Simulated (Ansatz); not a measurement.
# Si under changes of volume

One of the cells (20.165 Å³/atom); the others are scaled copies at fixed shape and fractional positions:

```
Si
1.0
     0.00000    2.72185    2.72185
     2.72185    0.00000    2.72185
     2.72185    2.72185    0.00000
Si
2
Cartesian
  2.7219 2.7219 2.7219
  4.0828 4.0828 4.0828
```

- Program: Ansatz 0.2.0
- Functional: PBEsol-PBE
- Potentials or basis: all-electron LAPW, scalar-relativistic
- Cutoff: 218 eV (chosen from the basis error)
- Basis error allowed: 0.001 eV/atom
- k mesh: 8 × 8 × 8
- Occupations: gaussian, width 0.025 eV
- Spin: collinear spin, ferromagnetic start
- Starting moments: [0.5, 0.5] μB
- Fixed moment: 1 μB

| volume (Å³/atom) | energy over the lowest point (meV/atom) | pressure (GPa) |
| --- | --- | --- |
| 18.955 | 17.68 | 5.5 |
| 19.358 | 6.63 | 3.3 |
| 19.761 | ? | ? |
| 20.165 | 0.00 | -0.5 |
| 20.568 | 3.27 | -2.0 |
| 20.971 | 10.17 | -3.4 |
| 21.375 | 20.31 | -4.7 |

**Question.** What does the run at 19.761 Å³/atom give?

**Answer.** Energy over the lowest point 0.93 meV/atom; pressure 1.3 GPa.

Worked out: A Birch-Murnaghan fit of order 3 (a polynomial in V^(-2/3)) to the other rows has its minimum at 20.05 Å³/atom with B0 = V·E''(V) = 85 GPa and B' = 5.4. It gives 0.95 meV/atom at 19.761 Å³/atom, against the run's 0.93, and -dE/dV = 1.3 GPa, against 1.3.

Energies are extrapolated to zero smearing.

Caveats: the total moment is fixed, so each spin has its own Fermi level.
